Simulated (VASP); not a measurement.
# PbSe (Clausthalite) (Fm-3m) in VASP: further runs, part 2 of 2

VASP 6.6.1.

## 4. Relaxation of the atoms, LDA

INCAR

```
SYSTEM = PbSe
PREC = Accurate
ENCUT = 600
EDIFF = 1E-7
ISMEAR = 0
SIGMA = 0.03
LREAL = .FALSE.
LASPH = .TRUE.
NELM = 80
ALGO = Normal
ISIF = 2
LWAVE = .FALSE.
LCHARG = .FALSE.
IBRION = 2
NSW = 40
EDIFFG = -0.01
```

KPOINTS

```
Automatic mesh
0
G
  8 8 8
  0 0 0
```

POSCAR

```
PbSe                                    
1.0
    0.0000000000      3.0229038105      3.0229038105
    3.0229038105      0.0000000000      3.0229038105
    3.0229038105      3.0229038105      0.0000000000
  Pb              Se            
     1     1
Direct
     0.0000000000000000    0.0000000000000000    0.0000000000000000
     0.5000000000000000    0.5000000000000000    0.5000000000000000
```

Potentials or basis: VASP PAW LDA potentials, release 64 (Pb_d, Se).

The run is started by

```console
$ cat potpaw_LDA.64/Pb_d/POTCAR potpaw_LDA.64/Se/POTCAR > POTCAR
$ mpirun -np 1 vasp_std > vasp.out
```

OUTCAR:

```text
SYSTEM = PbSe
   PREC = Accurate
   ENCUT = 600
   EDIFF = 1E-7
   ISMEAR = 0
   LREAL = .FALSE.
   LASPH = .TRUE.
   NELM = 80
   ISIF = 2
   IBRION = 2
   NSW = 40
   EDIFFG = -0.01

 ion  position               nearest neighbor table
   1  0.000  0.000  0.000-   2 3.02   2 3.02   2 3.02   2 3.02   2 3.02   2 3.02
   2  0.500  0.500  0.500-   1 3.02   1 3.02   1 3.02   1 3.02   1 3.02   1 3.02

  LATTYP: Found a face centered cubic cell.
 ALAT       =     6.0458076210

  Lattice vectors:

 A1 = (   0.0000000000,   3.0229038105,   3.0229038105)
 A2 = (   3.0229038105,   0.0000000000,   3.0229038105)
 A3 = (   3.0229038105,   3.0229038105,   0.0000000000)

Analysis of symmetry for initial positions (statically):
=====================================================================
 Subroutine PRICEL returns:
 Original cell was already a primitive cell.

 Routine SETGRP: Setting up the symmetry group for a
 face centered cubic supercell.

 Subroutine GETGRP returns: Found 48 space group operations
 (whereof 48 operations were pure point group operations)
[... 182 lines left out ...]
      7      -0.9376      2.00000
      8       3.3444      2.00000
      9       3.3444      2.00000
     10       3.3444      2.00000
     11      10.0675      0.00000
     12      10.0675      0.00000
     13      10.0675      0.00000
     14      11.7809      0.00000
[... 377 lines left out ...]
      1     -11.5363      2.00000
      2     -11.4796      2.00000
      3     -11.4497      2.00000
      4     -11.4373      2.00000
      5     -11.4193      2.00000
      6      -7.1632      2.00000
      7      -3.3430      2.00000
      8       1.8843      2.00000
      9       2.2937      2.00000
     10       4.5059      2.00000
     11       6.6061      0.00000
     12       8.7505      0.00000
     13       9.4814      0.00000
     14      12.9087      0.00000

 [... further k-points ...]

------------------------ aborting loop because EDIFF is reached ----------------------------------------

  FORCE on cell =-STRESS in cart. coord.  units (eV):
  Direction    XX          YY          ZZ          XY          YZ          ZX
  --------------------------------------------------------------------------------------
  -------------------------------------------------------------------------------------
  Total       -0.0002575     -0.0002575     -0.0002575      0.0000000      0.0000000     -0.0000000
  in kB       -0.0074689     -0.0074689     -0.0074689      0.0000000      0.0000000     -0.0000000
  external PRESSURE =      -0.0074689 kB  Pullay stress =       0.0000000 kB

 VOLUME and BASIS-vectors are now :
 -----------------------------------------------------------------------------
  energy-cutoff  :      600.00
  volume of cell :       55.25
      direct lattice vectors                 reciprocal lattice vectors
     0.000000000  3.022903810  3.022903810    -0.165403874  0.165403874  0.165403874
     3.022903810  0.000000000  3.022903810     0.165403874 -0.165403874  0.165403874
     3.022903810  3.022903810  0.000000000     0.165403874  0.165403874 -0.165403874

 POSITION                                       TOTAL-FORCE (eV/Angst)
 -----------------------------------------------------------------------------------
      0.00000      0.00000      0.00000         0.000000      0.000000     -0.000000
      3.02290      3.02290      3.02290        -0.000000     -0.000000      0.000000
 -----------------------------------------------------------------------------------
    total drift:                               -0.000000      0.000000      0.000000

  FREE ENERGIE OF THE ION-ELECTRON SYSTEM (eV)
  ---------------------------------------------------
  free  energy   TOTEN  =        -9.4583967417 eV

  energy  without entropy=       -9.4582070385  energy(sigma->0) =       -9.45830189

 reached required accuracy - stopping structural energy minimisation
```

It took 10 s on 1 thread of Intel Xeon 6975P-C (Granite Rapids), shared host; peak memory 0.18 GiB.

Results:

- Free energy: -9.4584 eV
- Pressure after relaxing: 0.0 GPa
- Band gap on the k mesh: 0.03 eV, direct

Final structure:
```
Pb Se
1.0
     0.00000    3.02290    3.02290
     3.02290    0.00000    3.02290
     3.02290    3.02290    0.00000
Pb Se
1 1
Cartesian
  0.0000 0.0000 0.0000
  3.0229 3.0229 3.0229
```

Caveat: the relaxation stopped at its first step, so nothing moved; spin-orbit coupling is left out, which as a rule narrows the gap of such compounds by several tenths of an eV.

## 5. Relaxation of the atoms, LDA (a relaxed cell with its volume scaled by 1.02)

INCAR is that of step 4.

KPOINTS is that of step 4.

POSCAR

```
PbSe                                    
1.0
    0.0000000000      3.0429236245      3.0429236245
    3.0429236245      0.0000000000      3.0429236245
    3.0429236245      3.0429236245      0.0000000000
  Pb              Se            
     1     1
Direct
     0.0000000000000000    0.0000000000000000    0.0000000000000000
     0.5000000000000000    0.5000000000000000    0.5000000000000000
```

The run is started by

```console
$ cat potpaw_LDA.64/Pb_d/POTCAR potpaw_LDA.64/Se/POTCAR > POTCAR
$ mpirun -np 1 vasp_std > vasp.out
```

Wall time 10 s (1 thread of Intel Xeon 6975P-C (Granite Rapids), shared host); peak memory 0.18 GiB.

It converged, with:

```
Free energy             : -9.4548 eV
Pressure after relaxing : -1.1 GPa
Band gap on the k mesh  : 0.10 eV, direct
```

Final structure:
```
Pb Se
1.0
     0.00000    3.04292    3.04292
     3.04292    0.00000    3.04292
     3.04292    3.04292    0.00000
Pb Se
1 1
Cartesian
  0.0000 0.0000 0.0000
  3.0429 3.0429 3.0429
```

Levels at points of the mesh, in eV from the valence-band top:
| k point | band 6 | band 7 | band 8 | band 9 | band 10 | band 11 | band 12 | band 13 | band 14 |
| --- | --- | --- | --- | --- | --- | --- | --- | --- | --- |
| (0.00, 0.00, 0.00) | -13.78 | -6.37 | -1.96 | -1.96 | -1.96 | 4.62 | 4.62 | 4.62 | 6.42 |
| (0.50, 0.00, 0.00) | -12.66 | -8.98 | -1.53 | -1.53 | 0.00 | 0.10 | 1.55 | 1.55 | 8.42 |
| (0.50, 0.50, 0.00) | -12.26 | -7.50 | -5.18 | -3.37 | -3.37 | 3.52 | 5.56 | 5.56 | 6.00 |

Caveat: the relaxation stopped at its first step, so nothing moved; spin-orbit coupling is left out, which as a rule narrows the gap of such compounds by several tenths of an eV. A k mesh can miss the band edges.

## 6. Summary

```tsv
cell	gap on the mesh (eV)	pressure (GPa)
atoms relaxed from: a relaxed cell with its volume scaled by 0.96	0.12	2.5
atoms relaxed from: a relaxed cell with its volume scaled by 0.98	0.04	1.1
atoms relaxed	0.03	0.0
atoms relaxed from: a relaxed cell with its volume scaled by 1.02	0.10	-1.1
```

Alike in all rows: task relaxation of the atoms; level LDA; potentials or basis VASP PAW LDA potentials, release 64 (Pb_d, Se); no spin polarisation; k mesh 8 × 8 × 8; cutoff (eV) 600; smearing gaussian 0.03 eV.

Caveats: the relaxation stopped at its first step, so nothing moved; spin-orbit coupling is left out, which as a rule narrows the gap of such compounds by several tenths of an eV.

Total energies depend on the potentials used, so only differences within one code and one set of settings carry meaning.

## 7. Comparison with measurements

Step 4. A measured gap of PbSe is 0.28 eV (direct; 300 K; a printed reference work, monograph); the calculated 0.03 eV misses it by -0.25 eV. 2 values of this kind are on record (0.15 to 0.28 eV); this one was drawn at random. Spin-orbit coupling on Pb, Se is left out. The value is that of LDA on a finite k mesh, which can miss the band edges, without temperature or zero-point motion. Semilocal functionals fall short of measured gaps as a rule.
